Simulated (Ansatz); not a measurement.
# Pb: strain energy, fitted

Pb, P6_3/mmc, a = 3.547 Å, c = 5.846 Å. This isn't the element's structure at ambient conditions. Ansatz: PBE, PAW, 420 eV, Γ-centred 15×15×8 mesh on 2 atoms, Gaussian smearing 0.10 eV; no spin polarisation. Series: equal strain along all axes, cell held, atoms fixed by symmetry; x is the strain in per cent. y is the free energy over the unstrained cell, V0 = 31.840 Å³/atom.

```tsv
x (%)	y (meV/atom)
-3.0	?
-2.0	15.61
-1.0	3.75
0.0	0.00
1.0	3.50
2.0	13.46
3.0	29.18
```

Q: Fit y = c2 x² + c3 x³ to the other rows, turn c2 into a modulus, and predict the missing energy.

A: Least squares on the rows shown. y = 3.6363 x² − 0.13180 x³. In eV per unit strain² c2 is 36.36; the stiffness is B for this strain (E = 9/2 B V0 ε², shape held): 2 × 36.36 × 160.2 / (9 × 31.840) = 41 GPa. At x = -3.0 the fit asked for gives 36.29 meV/atom. The run gave 36.55 meV/atom, so the fit is 0.26 meV/atom too low, 0.71 % of the span of the series, against an rms of 0.02 meV/atom on the fitted rows. The row lies outside the fitted range. With a term in x⁴ added, a fit to the same known rows predicts 36.43 meV/atom, which recovers part of the miss; the known rows don't hold the rest.

Spin–orbit coupling is left out, which can shift energies with elements as heavy as these.